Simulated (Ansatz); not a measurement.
This script for the Ansatz DFT code, driven from Python starts 4 runs on CsI, space group Pm-3m. What input does the engine get in each?

Script `lattice.py`:
```python
from dataclasses import dataclass
import warnings

import ansatz as az
from ase import Atoms
import numpy as np


@dataclass
class Settings:
    cutoff_ev: int = 550
    k_spacing: float = 0.4
    smearing: str = "Fixed"
    fmax: float = 0.01


cfg = Settings()

def edges_and_angles(cell):
    cell = np.asarray(cell)
    a, b, c = np.linalg.norm(cell, axis=1)
    cosines = cell[1] @ cell[2] / (b * c), cell[0] @ cell[2] / (a * c), cell[0] @ cell[1] / (a * b)
    return (a, b, c, *np.degrees(np.arccos(cosines)))


def main() -> None:
    warnings.simplefilter("ignore", az.DeckWarning)

    atoms = Atoms(
        ["Cs", "I"],
        scaled_positions=[
            [0.0, 0.0, 0.0],
            [0.5, 0.5, 0.5],
        ],
        cell=[
            [4.5667, 0.0, 0.0],
            [0.0, 4.5667, 0.0],
            [0.0, 0.0, 4.5667],
        ],
        pbc=True,
    )
    cell = az.Crystal.from_ase(atoms)

    base = (
        cell.calculation()
        .basis(cfg.cutoff_ev)
        .kpoints(spacing=cfg.k_spacing)
        .occupations(cfg.smearing)
        .relax(cell=True, force_tolerance=cfg.fmax, max_steps=40)
    )

    levels = [("pbesol", "none"), ("r2scan", "rvv10"), ("pbe", "none"), ("lda", "none")]
    print("level            a       b       c    alpha   beta  gamma  V/atom  steps")
    for name, dispersion in levels:
        seen = []
        run = base.functional(name, dispersion=dispersion).session().plan()
        outcome = run.execute(on_event=lambda e: seen.append(e) if e["event"] == "relax_step" else None)
        cell = outcome.lattice.cell_ang
        label = name if dispersion == "none" else f"{name}+{dispersion}"
        print("{:13s} {:7.4f} {:7.4f} {:7.4f} {:6.2f} {:6.2f} {:6.2f}".format(label, *edges_and_angles(cell)), f"{abs(np.linalg.det(cell)) / len(outcome.lattice.sites):7.3f} {len(seen):5d}")


if __name__ == "__main__":
    main()
```

Run 1:
```yaml
crystal:
  lattice:
    - [4.5667, 0.0, 0.0]
    - [0.0, 4.5667, 0.0]
    - [0.0, 0.0, 4.5667]
  atoms:
    - { symbol: Cs, position: [0.0, 0.0, 0.0] }
    - { symbol: I, position: [0.5, 0.5, 0.5] }
basis:
  ecutwfc: 550.0
kpoints:
  mp_grid:
    kspacing: 0.4
hamiltonian:
  xc: pbesol
  dispersion: none
scf:
  occupations:
    method: fixed
relax:
  f_tol: 0.01
  max_steps: 40
  cell: {}
```

Run 2, against run 1:
```diff
-  xc: pbesol
-  dispersion: none
+  xc: r2scan
+  dispersion: rvv10
```

Run 3, against run 1:
```diff
-  xc: pbesol
+  xc: pbe
```

Run 4, against run 1:
```diff
-  xc: pbesol
+  xc: lda
```

```console
$ python lattice.py
level            a       b       c    alpha   beta  gamma  V/atom  steps
pbesol         4.5062  4.5062  4.5062  90.00  90.00  90.00  45.751     4
r2scan+rvv10   4.5371  4.5371  4.5371  90.00  90.00  90.00  46.700     4
pbe            4.6678  4.6678  4.6678  90.00  90.00  90.00  50.853     5
lda            4.4039  4.4039  4.4039  90.00  90.00  90.00  42.707     6
```

From smallest to largest: LDA (42.71 Å³ an atom, -10.3 % against the start), PBEsol (45.75 Å³ an atom, -3.9 % against the start), r2SCAN+RVV10 (46.70 Å³ an atom, -1.9 % against the start) and PBE (50.85 Å³ an atom, +6.8 % against the start). The spread is 19.1 % in volume.

Caveats:
- Forces vanish by symmetry, so the ions can't move, and the end may be a saddle.
- The structure is a deposited one; some such entries were measured under pressure or heat, so a shift against it needn't be the functional's error alone.
- The whole script took 80 s on 1 thread of Arm Neoverse N1, with other jobs on the host, peak memory 0.74 GiB.

(Lines on the test bed's own set-up are left out of the output.)
